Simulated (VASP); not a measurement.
# Li (Im-3m) in VASP: a series of runs

The runs below take Li through single point, with PBEsol.

All numbers are computed with VASP 6.6.1; they aren't measurements. Logs are shortened: lines on timing, memory, paths and dates and some standing lists are left out, and cuts for length are marked.

### Step 1. The cell of the first run

The structure is cubic, space group Im-3m (No. 229). Conventional cell: a = 4.059 Å, b = 4.059 Å, c = 4.059 Å, α = 90.00°, β = 90.00°, γ = 90.00°. Around Li (site symmetry m-3m) lie 8 Li at 3.52 Å.

### Step 2. Single point, PBEsol (Rb replaced by Li, lengths x 0.749, strained and moved within the space group)

File INCAR:

```
SYSTEM = Li
PREC     = Accurate       ! precision mode
ENCUT    = 520            ! plane-wave cutoff, eV
EDIFF    = 1E-6           ! SCF threshold, eV
ISMEAR   = 0              ! smearing method
SIGMA    = 0.1            ! smearing width, eV
LREAL    = .FALSE.        ! projectors in reciprocal space
LASPH    = .TRUE.         ! aspherical terms in the spheres
NELM     = 60             ! most SCF steps
ALGO     = Normal         ! electronic algorithm
ISIF     = 2              ! what is computed and relaxed
LWAVE    = .FALSE.        ! write WAVECAR
LCHARG   = .FALSE.        ! write CHGCAR
GGA      = PS             ! functional
NBANDS   = 8              ! bands
```

File KPOINTS:

```
regular mesh
0
G
  6 6 6
  0 0 0
```

File POSCAR:

```
Li
1.0
   -2.0297471396      2.0297471396      2.0297471396
    2.0297471396     -2.0297471396      2.0297471396
    2.0297471396      2.0297471396     -2.0297471396
Li
1
Direct
    0.0000000000      0.0000000000      0.0000000000
```

Potentials or basis: VASP PAW PBE potentials, release 64 (Li_sv).

Launch:

```
$ cat potpaw_PBE.64/Li_sv/POTCAR > POTCAR
$ mpirun -np 1 vasp_std > vasp.out
```

OUTCAR:

```text
SYSTEM = Li
   PREC = Accurate
   ENCUT = 520
   EDIFF = 1E-6
   ISMEAR = 0
   LREAL = .FALSE.
   LASPH = .TRUE.
   NELM = 60
   ISIF = 2
   GGA = PS

 ion  position               nearest neighbor table
   1  0.000  0.000  0.000-

  LATTYP: Found a body centered cubic cell.
 ALAT       =     4.0594942792

  Lattice vectors:

 A1 = (  -2.0297471396,   2.0297471396,   2.0297471396)
 A2 = (   2.0297471396,  -2.0297471396,   2.0297471396)
 A3 = (   2.0297471396,   2.0297471396,  -2.0297471396)

Analysis of symmetry for initial positions (statically):
=====================================================================
 Subroutine PRICEL returns:
 Original cell was already a primitive cell.

 Routine SETGRP: Setting up the symmetry group for a
 body centered cubic supercell.

 Subroutine GETGRP returns: Found 48 space group operations
 (whereof 48 operations were pure point group operations)
 out of a pool of 48 trial point group operations.

The static configuration has the point symmetry O_h .

Analysis of symmetry for dynamics (positions and initial velocities):
=====================================================================
 Subroutine PRICEL returns:
 Original cell was already a primitive cell.

 Routine SETGRP: Setting up the symmetry group for a
 body centered cubic supercell.

 Subroutine GETGRP returns: Found 48 space group operations
 (whereof 48 operations were pure point group operations)
 out of a pool of 48 trial point group operations.

The dynamic configuration has the point symmetry O_h .

 Subroutine INISYM returns: Found 48 space group operations
 (whereof 48 operations are pure point group operations),
 and found     1 'primitive' translations

----------------------------------------------------------------------------------------

                                     Primitive cell

  volume of cell :      33.4492

  direct lattice vectors                    reciprocal lattice vectors
    -2.029747140  2.029747140  2.029747140     0.000000000  0.246336103  0.246336103
     2.029747140 -2.029747140  2.029747140     0.246336103  0.000000000  0.246336103
     2.029747140  2.029747140 -2.029747140     0.246336103  0.246336103  0.000000000

  length of vectors
     3.515625172  3.515625172  3.515625172     0.348371857  0.348371857  0.348371857

  position of ions in fractional coordinates (direct lattice)
     0.000000000  0.000000000  0.000000000

  ion indices of the primitive-cell ions
   primitive index   ion index
                 1           1

----------------------------------------------------------------------------------------

 KPOINTS: regular mesh

Automatic generation of k-mesh.
 Grid dimensions read from file:
 generate k-points for:    6    6    6

 Generating k-lattice:

  Cartesian coordinates                     Fractional coordinates (reciprocal lattice)
     0.000000000  0.041056017  0.041056017     0.166666667  0.000000000  0.000000000
     0.041056017  0.000000000  0.041056017     0.000000000  0.166666667  0.000000000
     0.041056017  0.041056017  0.000000000     0.000000000  0.000000000  0.166666667

  Length of vectors
     0.058061976  0.058061976  0.058061976

  Shift w.r.t. Gamma in fractional coordinates (k-lattice)
     0.000000000  0.000000000  0.000000000

 Subroutine IBZKPT returns following result:
 ===========================================

 Found     16 irreducible k-points:

 Following reciprocal coordinates:
            Coordinates               Weight
  0.000000  0.000000  0.000000      1.000000
  0.166667  0.000000  0.000000     12.000000
  0.333333  0.000000  0.000000     12.000000
  0.500000  0.000000  0.000000      6.000000
  0.166667  0.166667  0.000000     24.000000
  0.333333  0.166667  0.000000     48.000000
[... 8 lines left out ...]
  0.500000  0.500000  0.333333     12.000000
  0.500000  0.500000  0.500000      1.000000
   k-points           NKPTS =     16   k-points in BZ     NKDIM =     16   number of bands    NBANDS=      8
   number of dos      NEDOS =    301   number of ions     NIONS =      1
   total plane-waves  NPLWV =  21952
   dimension x,y,z NGX =    28 NGY =   28 NGZ =   28
   dimension x,y,z NGXF=    56 NGYF=   56 NGZF=   56
   ions per type =               1
   NGX,Y,Z   is equivalent  to a cutoff of  13.24, 13.24, 13.24 a.u.
   NGXF,Y,Z  is equivalent  to a cutoff of  26.48, 26.48, 26.48 a.u.
 SYSTEM =  Li
   PREC   = accura    normal or accurate (medium, high low for compatibility)
   ISTART =      0    job   : 0-new  1-cont  2-samecut
   ICHARG =      2    charge: 1-file 2-atom 10-const
   ISPIN  =      1    spin polarized calculation?
   LNONCOLLINEAR =      F non collinear calculations
   LSORBIT =      F    spin-orbit coupling
   LASPH  =      T    aspherical Exc in radial PAW
   ENCUT  =  520.0 eV  38.22 Ry    6.18 a.u.   6.54  6.54  6.54*2*pi/ulx,y,z
   NELM   =     60;   NELMIN=  2; NELMDL= -5     # of ELM steps
   EDIFF  = 0.1E-05   stopping-criterion for ELM
   LREAL  =      F    real-space projection
   EDIFFG = 0.1E-04   stopping-criterion for IOM
   NSW    =      0    number of steps for IOM
   IBRION =     -1    ionic relax: 0-MD 1-quasi-New 2-CG
   NFREE  =      0    steps in history (QN), initial steepest desc. (CG)
   ISIF   =      2    stress and relaxation
   ISYM   =      2    0-nonsym 1-usesym 2-fastsym
   POTIM  = 0.5000    time-step for ionic-motion
   TEBEG  =    0.0;   TEEND  =   0.0 temperature during run
   PSTRESS=    0.0 pullay stress
   NELECT =       3.0000    total number of electrons
   NUPDOWN=      -1.0000    fix difference up-down
   EMIN   =  10.00;   EMAX   =-10.00  energy-range for DOS
   EFERMI =   0.00;   METHOD = LEGACY
   ISMEAR =     0;   SIGMA  =   0.10  broadening in eV -4-tet -1-fermi 0-gaus
   EFERMI_NEDOS =   21; number of points for ismear=-14 and -15
   IALGO  =     38    algorithm
   IMIX   =      4    mixing-type and parameters
     AMIX     =   0.40;   BMIX     =  1.00
     AMIX_MAG =   1.60;   BMIX_MAG =  1.00
  volume/ion in A,a.u.               =      33.45       225.73
  Fermi-wavevector in a.u.,A,eV,Ry     =   0.732802  1.384795  7.306312  0.536999
  Thomas-Fermi vector in A             =   1.825354
   LORBIT       =      0    0 simple, 1 ext, 2 COOP (PROOUT), +10 PAW based schemes
   GGA     = PS    functional components
   LHFCALC =     F    Hartree Fock is set to
   AEXX    =    0.0000 exact exchange contribution
   IVDW    =     0    specifies the selected vdW correction
   LEPSILON=     F    determine dielectric tensor
   LRPA    =     F    only Hartree local field effects (RPA)
 non-spin polarized calculation
 Gauss-broadening in eV      SIGMA  =   0.10
  energy-cutoff  :      520.00
  volume of cell :       33.45
 maximum number of plane-waves:       935
 NGX is ok and might be reduce to    28
   NGX = 13   NGY = 13   NGZ = 13

 number of electron       2.9999990 magnetization

 Free energy of the ion-electron system (eV)
  ---------------------------------------------------
  ext. energy  EPLUGINS =         0.00000000
  ---------------------------------------------------
  free energy    TOTEN  =        -1.76813633 eV

  energy without entropy =       -1.75575289  energy(sigma->0) =       -1.76194461

 E-fermi :  -0.4800     XC(G=0):  -5.9072

 val. band max:       -0.8439532485   @ k =   0.1667   0.1667   0.1667
 cond. band min:      -0.4689174136   @ k =   0.3333   0.1667   0.0000
 fundamental gap:      0.3750358349
 Fermi energy:        -0.4800410358

 k-point     1 :       0.0000    0.0000    0.0000
  band No.  band energies     occupation
      1     -47.3390      2.00000
      2      -3.3645      2.00000
      3       9.7288      0.00000
      4       9.7288      0.00000
      5       9.7288      0.00000
      6      13.5286      0.00000
      7      13.5286      0.00000
      8      13.5286      0.00000

 k-point     2 :       0.1667    0.0000    0.0000
  band No.  band energies     occupation
      1     -47.3384      2.00000
      2      -2.9416      2.00000
      3       7.5257      0.00000
      4       8.5640      0.00000
      5       9.2235      0.00000
      6      11.4892      0.00000
      7      11.6221      0.00000
      8      13.4697      0.00000

 k-point     3 :       0.3333    0.0000    0.0000
  band No.  band energies     occupation
      1     -47.3371      2.00000
      2      -1.6865      2.00000
      3       3.8381      0.00000
      4       7.2914      0.00000
      5       8.3414      0.00000
      6       9.9902      0.00000
      7      11.2462      0.00000
      8      14.3786      0.00000

 k-point     4 :       0.5000    0.0000    0.0000
  band No.  band energies     occupation
      1     -47.3364      2.00000
      2      -0.1627      0.00001
      3       1.4303      0.00000
      4       6.8373      0.00000
      5       7.9710      0.00000
      6       9.4874      0.00000
      7      11.2624      0.00000
      8      15.7097      0.00000

 k-point     5 :       0.1667    0.1667    0.0000
  band No.  band energies     occupation
      1     -47.3374      2.00000
      2      -2.0980      2.00000
      3       5.6656      0.00000
      4       6.1125      0.00000
      5       7.9801      0.00000
      6      11.6024      0.00000
      7      11.7825      0.00000
      8      14.0623      0.00000
[... 89 lines left out ...]
 k-point    14 :      -0.3333    0.3333    0.3333
  band No.  band energies     occupation
      1     -47.3355      2.00000
      2       0.0317      0.00000
      3       4.4587      0.00000
      4       4.4587      0.00000
      5       6.3737      0.00000
      6       7.5206      0.00000
      7      11.0191      0.00000
      8      16.1254      0.00000

 k-point    15 :       0.5000    0.5000    0.3333
  band No.  band energies     occupation
      1     -47.3350      2.00000
      2       1.7756      0.00000
      3       2.5861      0.00000
      4       3.9807      0.00000
      5       6.5285      0.00000
      6       8.0780      0.00000
      7       8.4208      0.00000
      8      16.2230      0.00000

 k-point    16 :       0.5000    0.5000    0.5000
  band No.  band energies     occupation
      1     -47.3344      2.00000
      2       3.5014      0.00000
      3       3.5014      0.00000
      4       3.5014      0.00000
      5       5.3606      0.00000
      6       5.3606      0.00000
      7       7.7241      0.00000
      8      19.9792      0.00000

------------------------ aborting loop because EDIFF is reached ----------------------------------------

  FORCE on cell =-STRESS in cart. coord.  units (eV):
  Direction    XX          YY          ZZ          XY          YZ          ZX
  --------------------------------------------------------------------------------------
  -------------------------------------------------------------------------------------
  Total       -0.6199593     -0.6199593     -0.6199593     -0.0000000     -0.0000000      0.0000000
  in kB      -29.6953141    -29.6953141    -29.6953141     -0.0000000     -0.0000000      0.0000000
  external PRESSURE =     -29.6953141 kB  Pullay stress =       0.0000000 kB

 VOLUME and BASIS-vectors are now :
 -----------------------------------------------------------------------------
  energy-cutoff  :      520.00
  volume of cell :       33.45
      direct lattice vectors                 reciprocal lattice vectors
    -2.029747140  2.029747140  2.029747140     0.000000000  0.246336103  0.246336103
     2.029747140 -2.029747140  2.029747140     0.246336103  0.000000000  0.246336103
     2.029747140  2.029747140 -2.029747140     0.246336103  0.246336103  0.000000000

 POSITION                                       TOTAL-FORCE (eV/Angst)
 -----------------------------------------------------------------------------------
      0.00000      0.00000      0.00000         0.000000     -0.000000     -0.000000
 -----------------------------------------------------------------------------------
    total drift:                               -0.000000     -0.000000     -0.000000

  FREE ENERGIE OF THE ION-ELECTRON SYSTEM (eV)
  ---------------------------------------------------
  free  energy   TOTEN  =        -1.7681363272 eV

  energy  without entropy=       -1.7557528881  energy(sigma->0) =       -1.76194461
```

Run time: 4.6 s. Hardware: 1 thread of Intel Xeon Platinum 8488C (Sapphire Rapids), shared host; peak memory 0.13 GiB.

Results:

| Property | Result |
| --- | --- |
| Free energy | -1.7681 eV |
| Band gap on the k mesh | none (metal or under the smearing width) |

Levels at points of the mesh, in eV from the Fermi level:
| k point | band 1 | band 2 | band 3 | band 4 |
| --- | --- | --- | --- | --- |
| (0.00, 0.00, 0.00) | -46.86 | -2.88 | 10.21 | 10.21 |
| (0.50, 0.00, 0.00) | -46.86 | 0.32 | 1.91 | 7.32 |
| (0.50, 0.50, 0.50) | -46.85 | 3.98 | 3.98 | 3.98 |

Caveat: the k mesh is coarse (spacing up to 0.36 Å⁻¹), so the values aren't converged; the cutoff is under 1.25 times the usual one of these potentials, so pressure, stress and relaxed cells hold a basis-set (Pulay) error; the PAW data sets were made with another functional, which shifts forces and pressure a little.

### Step 3. Single point, PBEsol (Rb replaced by Li, lengths x 0.749, strained and moved within the space group)

File INCAR:

```
  PREC = Accurate
  ENCUT = 520
  EDIFF = 1E-7
  ISMEAR = 0
  SIGMA = 0.1
  LREAL = False
  LASPH = True
  NELM = 100
  ALGO = Normal
  ISIF = 2
  LWAVE = False
  LCHARG = True
  GGA = PS
  LELF = True
  LVHAR = True
  NBANDS = 8
```

File KPOINTS:

```
Automatic mesh
0
Gamma
  14 14 14
```

POSCAR is that of step 2.

Potentials or basis: VASP PAW PBE potentials, release 64 (Li_sv).

Launch:

```
$ cat potpaw_PBE.64/Li_sv/POTCAR > POTCAR
$ mpirun -np 1 vasp_std > vasp.out
```

OUTCAR:

```text
PREC = Accurate
   ENCUT = 520
   EDIFF = 1E-7
   ISMEAR = 0
   LREAL = False
   LASPH = True
   NELM = 100
   ISIF = 2
   GGA = PS

 ion  position               nearest neighbor table
   1  0.000  0.000  0.000-

  LATTYP: Found a body centered cubic cell.
 ALAT       =     4.0594942792

  Lattice vectors:

 A1 = (  -2.0297471396,   2.0297471396,   2.0297471396)
 A2 = (   2.0297471396,  -2.0297471396,   2.0297471396)
 A3 = (   2.0297471396,   2.0297471396,  -2.0297471396)

Analysis of symmetry for initial positions (statically):
=====================================================================
 Subroutine PRICEL returns:
 Original cell was already a primitive cell.

 Routine SETGRP: Setting up the symmetry group for a
 body centered cubic supercell.

 Subroutine GETGRP returns: Found 48 space group operations
 (whereof 48 operations were pure point group operations)
 out of a pool of 48 trial point group operations.

The static configuration has the point symmetry O_h .

Analysis of symmetry for dynamics (positions and initial velocities):
=====================================================================
 Subroutine PRICEL returns:
[... 156 lines left out ...]

 E-fermi :  -0.5157     XC(G=0):  -5.9073

 val. band max:       -0.5175090528   @ k =  -0.3571   0.4286   0.1429
 cond. band min:      -0.5065856659   @ k =   0.3571   0.0714   0.0714
 fundamental gap:      0.0109233869
 Fermi energy:        -0.5156924977

 k-point     1 :       0.0000    0.0000    0.0000
  band No.  band energies     occupation
      1     -47.3371      2.00000
      2      -3.3647      2.00000
      3       9.7283      0.00000
      4       9.7283      0.00000
      5       9.7284      0.00000
      6      13.5280      0.00000
      7      13.5280      0.00000
      8      13.5280      0.00000
[... 243 lines left out ...]
 k-point    24 :       0.3571    0.2857    0.0000
  band No.  band energies     occupation
      1     -47.3343      2.00000
      2       0.9292      0.00000
      3       1.6280      0.00000
      4       3.4325      0.00000
      5       6.9701      0.00000
      6      12.6573      0.00000
      7      13.2927      0.00000
      8      13.8104      0.00000

 [... further k-points ...]
[... 5 lines left out ...]
  --------------------------------------------------------------------------------------
  -------------------------------------------------------------------------------------
  Total       -0.6341013     -0.6341013     -0.6341013     -0.0000000      0.0000000     -0.0000000
  in kB      -30.3727003    -30.3727003    -30.3727003     -0.0000000      0.0000000     -0.0000000
  external PRESSURE =     -30.3727003 kB  Pullay stress =       0.0000000 kB

 VOLUME and BASIS-vectors are now :
 -----------------------------------------------------------------------------
  energy-cutoff  :      520.00
  volume of cell :       33.45
      direct lattice vectors                 reciprocal lattice vectors
    -2.029747140  2.029747140  2.029747140     0.000000000  0.246336103  0.246336103
     2.029747140 -2.029747140  2.029747140     0.246336103  0.000000000  0.246336103
     2.029747140  2.029747140 -2.029747140     0.246336103  0.246336103  0.000000000

 POSITION                                       TOTAL-FORCE (eV/Angst)
 -----------------------------------------------------------------------------------
      0.00000      0.00000      0.00000        -0.000000      0.000000     -0.000000
 -----------------------------------------------------------------------------------
    total drift:                               -0.000000     -0.000000     -0.000000

  FREE ENERGIE OF THE ION-ELECTRON SYSTEM (eV)
  ---------------------------------------------------
  free  energy   TOTEN  =        -1.7934613514 eV

  energy  without entropy=       -1.7898610574  energy(sigma->0) =       -1.79166120
```

stdout:

```text
POSCAR found type information on POSCAR Li
 POSCAR found :  1 types and       1 ions
 scaLAPACK will be used
 -----------------------------------------------------------------------------
|                                                                             |
|                                                                             |
|     You enforced a specific xc type in the INCAR file but a different       |
|     I HOPE YOU KNOW WHAT YOU ARE DOING!                                     |
|                                                                             |
 -----------------------------------------------------------------------------

 LDA part: xc-table for (Slater+PW92), standard interpolation
 POSCAR, INCAR and KPOINTS ok, starting setup
 FFT: planning ... GRIDC
 FFT: planning ... GRID_SOFT
 FFT: planning ... GRID
 WAVECAR not read
 entering main loop
```

Run time: 15 s. Hardware: 1 thread of Intel Xeon Platinum 8488C (Sapphire Rapids), shared host; peak memory 0.15 GiB.

Results:

```yaml
Free_energy: -1.7935 eV
Band_gap_on_the_k_mesh: none (metal or under the smearing width)
```

Caveat: the cutoff is under 1.25 times the usual one of these potentials, so pressure, stress and relaxed cells hold a basis-set (Pulay) error; the PAW data sets were made with another functional, which shifts forces and pressure a little.
